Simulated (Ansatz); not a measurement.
# NaI (model cell, started as CsCl type): a soft mode frozen in

Which phase does NaI (model cell, started as CsCl type) fall into along its unstable mode, and how much energy does it gain?

Program: Ansatz 0.2.0. Level of theory: DFT PBEsol, scalar-relativistic, plane waves, PAW; PAW set soft_1. Results are calculated unless marked as measured.

This is a report of a sequence of runs, with most program output left out.

The structure was built from a prototype and need not be the compound's stable phase.

## (1) The starting structure

The structure is cubic, space group Pm-3m (No. 221). Conventional cell: a = 3.988 Å, b = 3.988 Å, c = 3.988 Å, α = 90.00°, β = 90.00°, γ = 90.00°. Nearest to Na lie 8 I at 3.45 Å. I has 8 Na at 3.45 Å nearest. Farther neighbours and most contacts between anions are not listed.

## (2) Phonons on a q mesh

The cell comes from relaxations at this level that are not shown. Stability and thermal properties need the whole zone. Linear response on a 4×4×4 q mesh gives force constants as far as a supercell of that size would, and the tensors from the zone-centre run are typed in so that the long-range dipole term is interpolated apart.

input.yaml reads:

```yaml
crystal:
  lattice:
    - [3.987560272, 0.0, 0.0]
    - [0.0, 3.987560272, 0.0]
    - [0.0, 0.0, 3.987560272]
  atoms:
    - { symbol: Na, position: [0.0, 0.0, 0.0] }
    - { symbol: I, position: [0.5, 0.5, 0.5] }
kpoints:
  mp_grid: { grid: [12, 12, 12] }
hamiltonian:
  xc: pbesol
  pseudopotentials: { kind: paw, azcp: { folder: soft_1 }, xc_functional: pbe }
scf:
  occupations: { method: fixed }
output:
  eigenvalues: true
phonons:
  method: dfpt
  qmesh: [4, 4, 4]
  temperatures: { t_max: 1000, t_step: 50 }
  qpath:
    path:
      - [[0.0, 0.0, 0.0], [0.0, 0.5, 0.0], [0.5, 0.5, 0.0], [0.0, 0.0, 0.0], [0.5, 0.5, 0.5], [0.0, 0.5, 0.0]]
      - [[0.5, 0.5, 0.5], [0.5, 0.5, 0.0]]
    npoints: 10
  non_analytic_term:
    high_frequency_dielectric_tensor: [[3.8371, 0.0, 0.0], [0.0, 3.8371, 0.0], [0.0, 0.0, 3.8371]]
    born_effective_charges:
      - { species: Na, tensor: [[1.3223, 0.0, 0.0], [0.0, 1.3223, 0.0], [0.0, 0.0, 1.3223]] }
      - { species: I, tensor: [[-1.3223, 0.0, 0.0], [0.0, -1.3223, 0.0], [0.0, 0.0, -1.3223]] }
    source: "zone-centre run at this cell"
```

Command:

```
> ansatz run input.yaml --threads 4 --pin off --max-ram 10240MiB --backend cpu --events-out ev --progress --plain --runs-dir out
```

Elapsed: 4.3 min, on 4 threads of AMD EPYC 7R13 (Zen 3), shared host; peak memory 2.4 GiB.

Numbers from this step:

```
gap on the k-mesh                                       : 2.267 eV
volume per atom                                         : 31.70 Å³
sum-rule residual before enforcement                    : 9.68e-5 eV/Å²
lowest frequency on the path                            : -50.42 cm⁻¹
point group                                             : m-3m
highest frequency on the path or at a solved wavevector : 165.8 cm⁻¹
highest optical mode at the zone centre (no LO-TO term) : 53.18 cm⁻¹
lowest optical zone-centre mode                         : 53.18 cm⁻¹
lowest mode on the q mesh (acoustic modes at Γ apart)   : -50.42 cm⁻¹
```

Frequencies (cm⁻¹) solved at each irreducible wavevector; negative means imaginary. Frequencies by wavevector, by row:

```
q in reciprocal lattice units  star  mode 1  mode 2  mode 3  mode 4  mode 5  mode 6
                        0 0 0     1       0       0       0    53.2    53.2    53.2
                     0 0 0.25     6   -18.7   -18.7    51.8    51.8      65   155.7
                     0 0 -0.5     3   -31.8   -31.8    52.5    52.5    87.4   165.8
                  0 0.25 0.25    12   -30.6    49.2    60.1    61.9    72.6   123.4
                  0 0.25 -0.5    12   -41.3    47.5    55.7    71.4    84.1   120.8
                  0 -0.5 -0.5     3   -50.4      42    77.4    77.4    87.6    87.6
               0.25 0.25 0.25     8    55.8    55.8    56.3    74.2    74.2   101.5
               0.25 0.25 -0.5    12    48.3    50.2    69.4    77.6    79.5     104
               0.25 -0.5 -0.5     6    40.9      74      74    76.3    92.4    92.4
               -0.5 -0.5 -0.5     1    68.5    68.5    68.5    98.8    98.8    98.8
```

Interpolated from a 4×4×4 q mesh, with the LO-TO term (at Γ the limit along the path; where Γ stands inside the path, tables give the limit on arrival). The phonon branches at the labelled points (cm⁻¹):

```csv
point,branch 1,branch 2,branch 3,branch 4,branch 5,branch 6
Γ,0,0,0,53,53,145
halfway,-19,-19,52,52,65,156
X,-32,-32,52,52,87,166
halfway,-41,47,56,71,84,121
M,-50,42,77,77,88,88
halfway,-31,49,60,62,73,123
Γ,0,0,0,53,53,145
halfway,56,56,56,74,74,102
R,68,68,68,99,99,99
halfway,48,50,69,78,80,104
X,-32,-32,52,52,87,166
jump to R,68,68,68,99,99,99
halfway,41,74,74,76,92,92
M,-50,42,77,77,88,88
```

Symmetry leaves 10 wavevectors to solve. The lowest mode among them, the acoustic zeros apart, lies at q = (0, -0.5, -0.5) and is imaginary, 50.4i cm⁻¹, so the energy falls along it.

## (3) The mode frozen in, largest atomic shift 0 Å

The mode followed lies at q = (0, -0.5, -0.5) with frequency 50.4i cm⁻¹, the softest among the wavevectors solved. At small amplitude the distorted cell has space group no. 129 by a symmetry search on the positions. The undistorted cell that holds it gives the zero of energy on the same k mesh.

System of this step: NaI (model cell, started as CsCl type). Symmetry: Pm-3m, No. 221, cubic system. The conventional cell has a = 3.988 Å, b = 3.988 Å, c = 3.988 Å, α = 90.00°, β = 90.00°, γ = 90.00°. Nearest to Na lie 8 I at 3.45 Å. Nearest to I lie 8 Na at 3.45 Å. Farther neighbours and most contacts between anions are not listed.

input.yaml reads:

```yaml
crystal:
  lattice:
    - [-3.987560272, 0.0, 0.0]
    - [0.0, -3.987560272, -3.987560272]
    - [0.0, -3.987560272, 3.987560272]
  atoms:
    - { symbol: Na, position: [0.0, 0.5, 0.5] }
    - { symbol: Na, position: [0.0, 0.0, 0.0] }
    - { symbol: I, position: [0.5, 0.0, 0.5] }
    - { symbol: I, position: [0.5, 0.5, 0.0] }
kpoints:
  mp_grid: { grid: [6, 6, 6] }
hamiltonian:
  xc: pbesol
  pseudopotentials: { kind: paw, azcp: { folder: soft_1 }, xc_functional: pbe }
scf:
  occupations: { method: gaussian, width: 0.02 }
output:
  forces: true
  stress: true
  eigenvalues: true
```

It took 2 s on 4 threads; peak memory 0.49 GiB; 6.2 s of CPU time.

Numbers from this step:

- pressure: 0.005524 GPa
- energy from the undistorted cell: 0 meV/atom

At this level the gap is 2.27 eV on the k-mesh of the self-consistent run, which can miss the band edges.

## (4) The mode frozen in, largest atomic shift 0.6 Å

The atoms are moved along the unstable eigenvector, the largest shift by 0.6 Å, with the cell fixed.

Changes to input.yaml since step 3:

```diff
@@ -8,4 +8,4 @@
     - { symbol: Na, position: [0.0, 0.0, 0.0] }
-    - { symbol: I, position: [0.5, 0.0, 0.5] }
-    - { symbol: I, position: [0.5, 0.5, 0.0] }
+    - { symbol: I, position: [0.6504679451, 0.0, 0.5] }
+    - { symbol: I, position: [0.3495320549, 0.5, 0.0] }
 kpoints:
```

Elapsed: 1.7 s, on 4 threads; peak memory 0.47 GiB.

This step gave:

* pressure: 0.5180 GPa
* gap on the k-mesh: 2.726 eV
* energy from the undistorted cell: -41.45 meV/atom

The energy, extrapolated to zero smearing, is -41.45 meV/atom against the undistorted cell.

The run ends at a pressure of 0.52 GPa, with forces up to 0.018 eV/Å.

## (5) Energy along the mode, all amplitudes (two of the runs are shown above)

An imaginary frequency means negative curvature, so the energy should fall and then rise again as anharmonic terms take over.

This step gave:

- depth at the lowest point sampled: 41.45 meV/atom
- largest atomic shift at that point: 0.6 Å

Energy from the parent against largest atomic shift:

| largest atomic shift (Å) | energy from the parent (meV/atom) |
| --- | --- |
| 0.000 | 0 |
| 0.040 | -0.474 |
| 0.080 | -1.87 |
| 0.140 | -5.50 |
| 0.220 | -12.5 |
| 0.320 | -22.8 |
| 0.450 | -34.8 |
| 0.600 | -41.5 |

Displacement at unit largest shift by atom:

```
atom  x (Å)  y (Å)  z (Å)  size
 Na1   0.00   0.00   0.00  0.00
 Na2   0.00   0.00   0.00  0.00
  I3  -1.00   0.00   0.00  1.00
  I4   1.00   0.00   0.00  1.00
```

The lowest of the steps tried is the last one, at 0.6 Å, 41.5 meV/atom below the parent; the bottom of the well need not coincide with a step.

## (6) Relaxation from the frozen mode

Starting from the lowest point found, all atoms and the cell are let go, so that strain and other modes of the same symmetry can join in.

Changes to input.yaml since step 4:

```diff
@@ -16,3 +16,3 @@
 scf:
-  occupations: { method: gaussian, width: 0.02 }
+  occupations: { method: fixed }
 output:
@@ -21 +21,10 @@
   eigenvalues: true
+  write_density: true
+  write_potential: true
+  elf: true
+  volumetric_format: npy
+relax:
+  adjacent_minimum: "off"
+  f_tol: 0.002
+  max_steps: 120
+  cell: { stress_tol: 0.03 }
```

The job ended after 13 s (4 threads; peak memory 0.56 GiB).

Step by step:

| step | energy less that of the first step (eV) | largest force component (eV/Å) | pressure (GPa) | volume (Å³) |
| --- | --- | --- | --- | --- |
| 1 | 0.0000 | 0.0184 | 0.52 | 126.81 |
| 2 | -0.0425 | 0.0666 | 0.23 | 129.11 |
| 3 | -0.0619 | 0.0218 | 0.18 | 131.86 |
| 4 | -0.0656 | 0.0271 | -0.21 | 137.51 |
| 5 | -0.0670 | 0.0039 | 0.01 | 135.87 |
| 6 | -0.0670 | 0.0002 | 0.00 | 135.75 |
| 7* | -0.0675 | 0.0002 | 0.00 | 135.75 |

Relaxation steps marked * repeat the geometry before them on a plane-wave basis chosen anew for their cell, so energy and pressure can jump there.

Forces are held to the 16 operations that the run works with; a distortion that breaks them can't arise in this run.

```csv
cell as run,before,after,change
a (Å),3.988,4.372,+9.6 %
b (Å),5.639,5.572,-1.2 %
c (Å),5.639,5.572,-1.2 %
volume (Å³/atom),31.70,33.94,+7.0 %
```

The atoms that moved most (Å, as changes of fractional coordinates times the final cell):

```
atom      dx     dy     dz  length
  I4   0.136  0.000  0.000   0.136
  I3  -0.136  0.000  0.000   0.136
```

The relaxed structure:

```xyz
4
Lattice="-4.3715 0.0000 0.0000 0.0000 -3.9403 -3.9403 0.0000 -3.9403 3.9403" Properties=species:S:1:pos:R:3 pbc="T T T"
Na    0.0000   -3.9403    0.0000
Na    0.0000    0.0000    0.0000
I    -2.9799   -1.9702    1.9702
I    -1.3916   -1.9702   -1.9702
```

This step gave:

```yaml
pressure: 0.003936 GPa
gap_on_the_k_mesh: 3.098 eV
volume_per_atom: 33.94 Å³
```

ELF in the ac plane at fractional y = 0.000, with atoms of Na and I within 0.2 Å of it. It is the smooth field of the valence electrons, not physical close to the nuclei.

Ten even steps from '_' (0.01) to '@' (0.78), each cell a mean:
```
++##++..______________::****
****::__________....____--**
::..________..--==++--..__..
__________::==##%%@@@@##==..
--..____..++%%@@@@@@@@@@@@##
##--____--%%@@@@%%####%%@@@@
%%==__..++@@@@##++====++%%@@
%%==__..++@@@@**--==----##@@
%%==__..**@@@@**--++==--**@@
%%==__..++@@@@##==----==##@@
##--____==%%@@%%##****##@@@@
++::____::**@@@@@@@@@@@@@@@@
..________--**%%@@@@@@@@**--
____________::==**##**--..__
++==..________..::::____..==
**##++________________..****
--****..______________--##++
```
Columns run along a (4.4 Å), rows up along c (5.6 Å). Atoms in or near the plane, at fractional coordinates: Na at (0.00, 0.00), I at (0.68, 0.50).

Valence density in the ac plane at fractional y = 0.000, with atoms of Na and I within 0.2 Å of it. It is the smooth field of the valence electrons, not physical close to the nuclei.

Ten steps, logarithmic in the rise over the least value, from '_' (0 e/Å³) to '@' (21 e/Å³), each cell a mean:
```
@@##--________________..++%%
++==..__________________::==
..________________________..
__________________......____
______________....::::....__
____________..::--------::..
..________..::--++####++--::
..________..::++##%%%%##==::
..________..::++%%@@%%##==::
..________..::==**%%##**--::
__________....::==++==--::..
____________....::::::::....
________________..........__
____________________________
--::____________________..::
%%**::________________..==##
@@%%--________________..**@@
```
Columns run along a (4.4 Å), rows up along c (5.6 Å). Atoms in or near the plane, at fractional coordinates: Na at (0.00, 0.00), I at (0.68, 0.50).

Electrostatic potential energy in the ac plane at fractional y = 0.000, with atoms of Na and I within 0.2 Å of it. With pseudopotentials it is smooth inside the atoms' cores, unlike the true potential.

Values in eV, 17 rows by 14 columns, each cell a mean:
```
-56 -47 -10   2   5   7   8   8   8   7   5   0 -24 -53
-28 -16  -1   4   6   7   8   8   8   7   5   3  -5 -21
  0   2   4   6   7   8   8   8   8   7   6   5   3   1
  5   5   6   7   8   8   8   8   7   6   6   6   5   5
  7   7   8   8   8   8   7   5   3   0   1   3   5   6
  7   8   8   9   8   7   5  -2 -15 -24 -22 -12   0   5
  7   8   9   9   8   6   0 -22 -33 -27 -29 -33 -14   2
  6   8   9   9   8   5  -6 -33 -22  -2  -6 -28 -26  -2
  6   8   9   9   8   5  -7 -34 -17   5   0 -24 -28  -4
  7   8   9   9   8   6  -2 -28 -30 -18 -21 -33 -19   0
  7   8   9   9   8   7   3 -10 -26 -32 -31 -23  -5   4
  7   8   8   8   8   8   7   3  -1  -6  -5   0   4   6
  6   6   7   7   8   8   8   7   6   5   5   5   6   6
  3   4   5   6   7   8   8   8   8   7   6   6   4   3
-13  -6   2   5   6   8   8   8   8   7   6   4   0  -8
-50 -36  -6   3   6   7   8   8   8   7   5   1 -16 -44
-56 -53 -15   2   5   7   8   8   7   6   4  -1 -32 -56
```
Columns run along a (4.4 Å; values clipped at the 3rd and 97th percentile), rows up along c (5.6 Å). Atoms in or near the plane, at fractional coordinates: Na at (0.00, 0.00), I at (0.68, 0.50).

The distorted start has space group P4/nmm; the relaxation ends in P4/nmm.

## (7) The new phase in its own primitive cell

The relaxed structure is symmetrised, reduced to its primitive cell and relaxed tightly, as its phonons need.

input.yaml, the sections that differ from step 6:

```yaml
crystal:
  lattice:
    - [5.5724438201, 0.0, 0.0]
    - [0.0, 5.5724438201, 0.0]
    - [0.0, 0.0, 4.3715403242]
  atoms:
    - { symbol: Na, position: [0.5, 0.5, 0.0] }
    - { symbol: Na, position: [0.0, 0.0, 0.0] }
    - { symbol: I, position: [0.0, 0.5, 0.6816572239] }
    - { symbol: I, position: [0.5, 0.0, 0.3183427761] }
kpoints:
  mp_grid: { grid: [4, 4, 6] }
output:
  forces: true
  stress: true
  eigenvalues: true
relax:
  adjacent_minimum: "off"
  f_tol: 0.001
  max_steps: 60
  cell: { stress_tol: 0.01 }
# hamiltonian, scf: as in step 6
```

It took 2.9 s on 4 threads; peak memory 0.52 GiB; 10 s of CPU time.

Little changed from the start: no atom moved by 0.005 Å and no cell edge by 0.1 %.

Numbers from this step:

```
pressure           : 0.004049 GPa
direct gap on mesh : 3.098 eV
```

The largest force component left is 0.16 meV/Å and the pressure is 0.004 GPa, within the tolerances set. The cell now holds 33.94 Å³/atom.

## (8) Modes of the new phase, k-mesh 4×4×6

A relaxed structure may still be a saddle point, so its zone-centre modes are computed. The response to a homogeneous field gives the Born charges and the dielectric tensor, and its change with displacement the Raman tensors.

Changes to input.yaml since step 7:

```diff
@@ -18,9 +18,7 @@
 output:
-  forces: true
-  stress: true
   eigenvalues: true
-relax:
-  adjacent_minimum: "off"
-  f_tol: 0.001
-  max_steps: 60
-  cell: { stress_tol: 0.01 }
+phonons:
+  method: dfpt
+  dielectric: true
+  rigid_motions: translations
+  raman: true
```

The job ended after 2.1 min (4 threads; peak memory 1.7 GiB).

This step gave:

| Quantity | Value |
| --- | --- |
| sum-rule residual before enforcement | 3.54e-4 eV/Å² |
| miss of the charge sum rule | 0.001694 e |
| estimated error of the dielectric tensor | 0.009753 |
| estimated error of the Born charges | 0.01837 e |
| point group | 4/mmm |
| highest optical mode at the zone centre (no LO-TO term) | 146.7 cm⁻¹ |
| lowest optical zone-centre mode | 52.2 cm⁻¹ |
| mean high-frequency dielectric constant | 3.479 |
| largest Born charge (third of the trace) | 1.184 e |
| mean static dielectric constant | 7.672 |
| top of the zone-centre spectrum with the field | 180.2 cm⁻¹ |

Without the LO-TO term. Patterns of degenerate modes are one choice out of their space. The modes at Γ (shares of kinetic energy by element, %):

```
mode  frequency (cm⁻¹)  symmetry  Na %  I %
   1               0.0  acoustic    15   85
   2               0.0  acoustic    15   85
   3               0.0  acoustic    15   85
   4              52.2       A1g     0  100
   5              59.6        Eg    11   89
   6              59.6        Eg    11   89
   7              68.2       B1g   100    0
   8              88.6       A2u    85   15
   9             128.9        Eu    85   15
  10             128.9        Eu    85   15
  11             146.7        Eg    89   11
  12             146.7        Eg    89   11
```

Displacements in mode 4 (52.2 cm⁻¹), the largest set to 1:
```
Na1  0.00  0.00  0.00
Na2  0.00  0.00  0.00
I3   0.00  0.00  1.00
I4   0.00  0.00 -1.00
```

Displacements in mode 7 (68.2 cm⁻¹), the largest set to 1:
```
Na1  0.00  0.00  1.00
Na2  0.00  0.00 -1.00
I3   0.00  0.00  0.00
I4   0.00  0.00  0.00
```

Optical modes at the zone centre, without and with the macroscopic field of the longitudinal modes; each column is sorted by frequency, so a row need not hold one and the same mode. Modes with and without the field, by row:

| rank among optical modes | no field (cm⁻¹) | q along (1, 0, 0) (cm⁻¹) | q along (0, 0, 1) (cm⁻¹) |
| --- | --- | --- | --- |
| 1 | 52.2 | 52.2 | 52.2 |
| 2 | 59.6 | 59.6 | 59.6 |
| 3 | 59.6 | 59.6 | 59.6 |
| 4 | 68.2 | 68.2 | 68.2 |
| 5 | 88.6 | 88.6 | 128.9 |
| 6 | 128.9 | 128.9 | 128.9 |
| 7 | 128.9 | 146.7 | 145.8 |
| 8 | 146.7 | 146.7 | 146.7 |
| 9 | 146.7 | 180.2 | 146.7 |

Born charge (rows field, columns displacement) (e), principal values of the symmetric part by kind of site:

```
atom  atoms with these values    low  middle   high   mean
 Na1                        2   1.12    1.21   1.21   1.18
  I3                        2  -1.21   -1.21  -1.12  -1.18
```

In full for Na1:

```
1.21 0.00 0.00
0.00 1.21 0.00
0.00 0.00 1.12
```

High-frequency dielectric tensor:

```
3.47 0.00 0.00
0.00 3.47 0.00
0.00 0.00 3.50
```

Static dielectric tensor (ions relaxed, fixed cell):

```
6.77 0.00 0.00
0.00 6.77 0.00
0.00 0.00 9.47
```

Transverse modes. Infrared lines, with heights relative to the strongest:

```
position (cm⁻¹)  label  relative intensity
             52    A1g                 0.0
             60     Eg                 0.0
             68    B1g                 0.0
             89    A2u                  43
            129     Eu                 100
            147     Eg                 0.0
```

Activity x (w_L - w)^4 (n + 1)/w, 532 nm, 300 K; modes without the macroscopic field alone. Raman lines, with heights relative to the strongest:

```csv
position (cm⁻¹),label,relative intensity
52,A1g,100
60,Eg,22
68,B1g,9.2
89,A2u,0.0
129,Eu,0.0
147,Eg,9.1
```

Before it was imposed, the acoustic sum rule was missed by 3.5e-4 eV/Å² and the charge sum rule by 0.0017 e. Small misses are needed for a sound result but don't prove that mesh and cutoff are converged. The lowest optical mode is real, 52.2 cm⁻¹.

The log warns of the k mesh: “the force constants stand on the 4×4×6 k-mesh, whose period is 12.94 times the interband length at k = (0.0000, 0.0000, 0.0000), direct gap 3.098 eV, under 14: take them and everything formed from them as unconverged”.

## (9) Results

```yaml
unstable_mode_of_the_parent: q = (0, -0.5, -0.5), 50i cm⁻¹
depth_at_the_lowest_point_sampled: 41.5 meV/atom
largest_atomic_shift_at_that_point: 0.6 Å
space_group_reached_within_0p01_a: P4/nmm
energy_gained_over_the_parent_first_relaxation_on_the_mesh_of_the_frozen_mode: 58.3 meV/atom
volume_per_atom_phase_reached: 33.9 Å³
gap_on_the_k_mesh_phase_reached: 3.10 eV
lowest_optical_zone_centre_mode_phase_reached: 52.2 cm⁻¹
highest_optical_mode_at_the_zone_centre_no_lo_to_term_phase_reached: 147 cm⁻¹
```

**Reading.** Along this mode the structure falls into P4/nmm, 58.3 meV/atom below the parent. At the parent's cell the well is 41.45 meV/atom deep on the steps tried, with its lowest point at a shift of 0.6 Å. That is the last step tried, so the steps alone don't bracket the bottom of the well. Relaxing atoms and cell changes the gain by +16.89 meV/atom against the lowest step (energies at zero smearing). The new phase has no imaginary mode at the zone centre of its cell; other wavevectors were not checked. Of the 2 patterns followed to their end from this parent, this one reaches the lowest energy. Each path keeps the symmetry of its pattern, so a lower phase may lie along a pattern not tried. With the field response the log warns that the k mesh is coarse for the force constants too, so the frequencies may not be converged. Spin-orbit coupling is left out, which can matter for the heavy elements here. The PAW files were made for PBE and serve the other functionals too. The starting cell was built on a prototype and not taken from a measurement, so the phase need not exist.

[Logs are printed without paths, hosts, clocks, repeated set-up lines and the standing remarks that a program may print on its own settings, such as how far it seeks lower states.]

[Hosts, paths, dates, database ids (printed as entryN), source tags and the programs' standing remarks are cut or masked in the printed files.]
